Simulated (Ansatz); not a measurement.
A plane-wave DFT run in Ansatz 0.2.0 (scalar-relativistic PAW potentials unless the input names others): input and command.

```yaml
crystal:
  lattice:
    - [2.4854368437, -0.0237245293, -0.0013758154]
    - [-1.2632644669, 2.1200160801, -0.0884859977]
    - [-0.0047750121, -0.3573727713, 8.4967633918]
  atoms:
    - { symbol: C, position: [0.3336049286, 0.6715485934, 0.0001409606] }
    - { symbol: C, position: [0.6663950714, 0.3284514066, -0.0001409606] }
basis:
  ecutwfc: 500
kpoints:
  mp_grid: { grid: [14, 14, 3] }
hamiltonian:
  xc: r2scan
  dispersion: d3bjatm
scf:
  occupations: { method: gaussian, width: 0.15 }
output:
  forces: true
  eigenvalues: true
  stress: true
relax:
  adjacent_minimum: "off"
  f_tol: 0.01
  max_steps: 80
  cell: { stress_tol: 0.1 }
```

```bash
ansatz run input.yaml --threads 2 --pin off --max-ram 5120MiB --backend cpu --events-out ev --progress --plain --runs-dir out
```

Abridged log:
```
The last accepted step is kept in <dir> (removed where the run ends without a failure and the disk answers)
Pseudopotentials: kind: paw
Pseudopotential: C, paw, valence charge 4, recommended cutoff 500 eV (meta_gga)
Functional definition: r2SCAN
Crystal: 2 atoms, lattice volume = 44.437 Å³
Basis set: ecut = 500 eV, 1149 PW (Γ), exchange–correlation on 80×80×256 points (64 copies of the dense FFT grid, shifted against one another)
Bands: 8, of which v1, the nominal top of the filled ones, is band 4 counted from 1 (3 counted from 0)
Symmetry: 2 space group operations
Space group: P-1 (ITA 2), of the structure as read, at distance tolerance 3.5e-5 Å
k-points: 296 of 588
Initial density: superposition of atomic densities (neutral atoms: chi_scale 0, normalization atom), corrected by the library's trained network
Initial wavefunctions: pseudopotential atomic-orbital guess
Functional: x = r2scan, c = r2scan; τ floored in thin density (d = 2e-4 eV/Å³)
SCF iter   1: F=—  HF=-503.290971 eV  |F-HF|=—  |Δ(HF+E_count)|=         —  Δρ=5.30e-3  dr2=3.76e-3  dr2_τ=4.12e-1  ethr=1.77e-3  ⟨swp⟩=5.7  Hψ=17348  notcnv=0
SCF iter   2: F=—  HF=-503.330293 eV  |F-HF|=—  |Δ(HF+E_count)|=   3.93e-2  Δρ=3.35e-3  dr2=1.47e-3  dr2_τ=6.26e-5  ethr=4.70e-5  ⟨swp⟩=2.0  Hψ=7081  notcnv=0
SCF iter   3: F=—  HF=-503.331427 eV  |F-HF|=—  |Δ(HF+E_count)|=   1.13e-3  Δρ=1.10e-3  dr2=2.66e-4  dr2_τ=3.31e-5  ethr=1.84e-5  ⟨swp⟩=2.8  Hψ=4468  notcnv=0
SCF iter   4: F=—  HF=-503.331403 eV  |F-HF|=—  |Δ(HF+E_count)|=   2.40e-5  Δρ=3.76e-4  dr2=2.83e-5  dr2_τ=1.28e-6  ethr=3.33e-6  ⟨swp⟩=1.9  Hψ=3316  notcnv=0
SCF iter   5: F=—  HF=-503.331402 eV  |F-HF|=—  |Δ(HF+E_count)|=   1.18e-6  Δρ=1.17e-5  dr2=2.35e-8  dr2_τ=9.08e-9  ethr=3.53e-7  ⟨swp⟩=2.7  Hψ=3596  notcnv=0
SCF iter   6: F=-503.331402 eV  HF=-503.331402 eV  |F-HF|=4.50e-10  |Δ(HF+E_count)|=   2.38e-7  Δρ=9.76e-7  dr2=1.57e-10  dr2_τ=2.05e-11  ethr=2.94e-10  ⟨swp⟩=5.0  Hψ=14203  notcnv=0
SCF 1 converged in 6 iterations: F = -503.331402 eV  dr2 = 1.57e-10
relax step   1: F+E_penalty+E_count = -503.33140248 eV  Δ(F+E_penalty+E_count) = +0.000e0 eV  max|allowed force component| = 1.414e0 eV/Å  Δτ_max = 0.0000 Å  P = -0.347 GPa  Ω = 44.437 Å³  (6 SCF iters, dr2 threshold 1.00e-7 eV, accepted)
Crystal: 2 atoms, lattice volume = 44.318 Å³
Basis set: ecut = 500 eV, 1141 PW (Γ), exchange–correlation on 80×80×256 points (64 copies of the dense FFT grid, shifted against one another)
Initial density: handed on by an earlier stage of this run
Initial wavefunctions: those handed on with the density
SCF iter   1: F=—  HF=-503.364113 eV  |F-HF|=—  |Δ(HF+E_count)|=         —  Δρ=3.41e-3  dr2=3.16e-3  dr2_τ=2.13e-3  ethr=3.97e-5  ⟨swp⟩=1.5  Hψ=23747  notcnv=0
SCF iter   2: F=—  HF=-503.363225 eV  |F-HF|=—  |Δ(HF+E_count)|=   8.89e-4  Δρ=1.32e-3  dr2=3.93e-4  dr2_τ=5.11e-6  ethr=3.94e-5  ⟨swp⟩=2.0  Hψ=3382  notcnv=0
   ...
SCF iter   4: F=—  HF=-503.373597 eV  |F-HF|=—  |Δ(HF+E_count)|=   3.77e-6  Δρ=1.44e-5  dr2=3.33e-8  dr2_τ=1.06e-8  ethr=2.50e-9  ⟨swp⟩=8.7  Hψ=15399  notcnv=0
SCF iter   5: F=-503.373597 eV  HF=-503.373597 eV  |F-HF|=1.51e-9  |Δ(HF+E_count)|=   3.07e-8  Δρ=2.59e-6  dr2=7.89e-10  dr2_τ=1.62e-10  ethr=4.16e-10  ⟨swp⟩=2.5  Hψ=8706  notcnv=0
SCF 3 converged in 5 iterations: F = -503.373597 eV  dr2 = 7.89e-10
relax step   3: F+E_penalty+E_count = -503.37359746 eV  Δ(F+E_penalty+E_count) = -1.044e-2 eV  max|allowed force component| = 4.354e-2 eV/Å  Δτ_max = 0.0083 Å  P = +0.051 GPa  Ω = 44.193 Å³  energy of the carried Pulay correction = +3.492e-5 eV  (5 SCF iters, dr2 threshold 2.00e-7 eV, accepted)
Crystal: 2 atoms, lattice volume = 44.106 Å³
SCF iter   1: F=—  HF=-503.373540 eV  |F-HF|=—  |Δ(HF+E_count)|=         —  Δρ=2.15e-4  dr2=1.82e-5  dr2_τ=1.95e-5  ethr=3.00e-7  ⟨swp⟩=3.3  Hψ=23214  notcnv=0
SCF iter   2: F=—  HF=-503.373647 eV  |F-HF|=—  |Δ(HF+E_count)|=   1.06e-4  Δρ=9.93e-5  dr2=2.98e-6  dr2_τ=9.33e-8  ethr=2.27e-7  ⟨swp⟩=2.0  Hψ=3550  notcnv=0
SCF iter   3: F=-503.373647 eV  HF=-503.373647 eV  |F-HF|=4.08e-8  |Δ(HF+E_count)|=   7.20e-7  Δρ=1.52e-5  dr2=3.74e-8  dr2_τ=2.82e-9  ethr=1.55e-9  ⟨swp⟩=6.0  Hψ=15857  notcnv=0
SCF 4 converged in 3 iterations: F = -503.373647 eV  dr2 = 3.74e-8
relax step   4: F+E_penalty+E_count = -503.37364747 eV  Δ(F+E_penalty+E_count) = -5.002e-5 eV  max|allowed force component| = 5.476e-4 eV/Å  Δτ_max = 0.0004 Å  P = -0.037 GPa  Ω = 44.106 Å³  energy of the carried Pulay correction = +4.726e-5 eV  (3 SCF iters, dr2 threshold 1.24e-7 eV, accepted)
Basis set: ecut = 500 eV, 1135 PW (Γ), exchange–correlation on 72×72×256 points (64 copies of the dense FFT grid, shifted against one another)
Initial wavefunctions: pseudopotential atomic-orbital guess (no wavefunctions were taken with the density)
SCF iter   1: F=—  HF=-503.373599 eV  |F-HF|=—  |Δ(HF+E_count)|=         —  Δρ=3.48e-5  dr2=7.38e-8  dr2_τ=1.15e-7  ethr=3.35e-8  ⟨swp⟩=3.7  Hψ=25384  notcnv=0
SCF iter   2: F=—  HF=-503.373601 eV  |F-HF|=—  |Δ(HF+E_count)|=   1.12e-6  Δρ=1.77e-5  dr2=1.77e-8  dr2_τ=4.39e-9  ethr=9.22e-10  ⟨swp⟩=2.8  Hψ=3534  notcnv=0
SCF iter   3: F=-503.373601 eV  HF=-503.373601 eV  |F-HF|=2.31e-9  |Δ(HF+E_count)|=   2.78e-7  Δρ=8.65e-7  dr2=5.94e-11  dr2_τ=1.94e-11  ethr=1.00e-12  ⟨swp⟩=7.2  Hψ=16024  notcnv=0
SCF 5 converged in 3 iterations: F = -503.373601 eV  dr2 = 5.94e-11
SCF converged after 3 iterations
Free energy (F): -503.373601 eV
Harris-Foulkes:  -503.373601 eV  (|F-HF|=2.31e-9)
Internal energy: -503.373601 eV  (E = F + TS)
E sigma→0 (E₀):  -503.373601 eV
Fermi energy:    0.239626 eV
  E_disp       = -0.070509  (pairwise vdW)
--- Forces (eV/Å), atoms counted from 1 ---
  atom   1  C     -0.00046142    -0.00017123    -0.00002702
  atom   2  C      0.00046142     0.00017123     0.00002702
--- Stress (GPa, compression-positive) ---
       -0.041705      -0.004001       0.000187
       -0.004001      -0.045888       0.001105
        0.000187       0.001105      -0.019661
  P = ⅓ Tr σ = -0.0358 GPa (-0.358 kbar)
--- Relaxed structure (4 steps of the walk, 4 accepted, 1 SCFs on fresh bases) ---
  F+E_penalty+E_count = -503.37360080 eV   max|allowed force component| = 4.614e-4 eV/Å   (the final SCF, on the basis selected at the relaxed cell)
  cell:  # Å, volume = 44.1065 Å³
    - [2.45583766, -5.68780676e-5, -0.00287154]
    - [-1.22793086, 2.12500960, -0.08759101]
    - [-0.01328596, -0.36102481, 8.46690525]
  atoms:
    - { symbol: C, position: [0.33333481, 0.66666798, 1.23953533e-7] }
    - { symbol: C, position: [0.66666518, 0.33333201, -1.23953533e-7] }
```

Apart from outputs and empty bands, the input differs from a reference run on usual settings in hamiltonian.dispersion: not typed → "d3bjatm"; kpoints.mp_grid.grid: [18, 18, 4] → [14, 14, 3]. The reference, at the same start, ended its own course with a relaxed volume of 22.16 Å³/atom, pressure 0.00 GPa, largest force 0.006 eV/Å, no gap on the mesh. This run converged in 22 SCF iterations over all its steps (reference: 22) with an energy at zero smearing 36.41 meV/atom below the reference's (the Hamiltonian itself differs), a relaxed volume of 22.05 Å³/atom, pressure -0.04 GPa, largest force 0.000 eV/Å, gap on the mesh 1.31 eV. Its k mesh is looser than usual. The Hamiltonian differs as well, so the change in the result can't be put down to that alone.

Time: 17 s on 2 threads of Intel(R) Xeon(R) 6975P-C (Granite Rapids) (shared host), peak memory 0.62 GiB.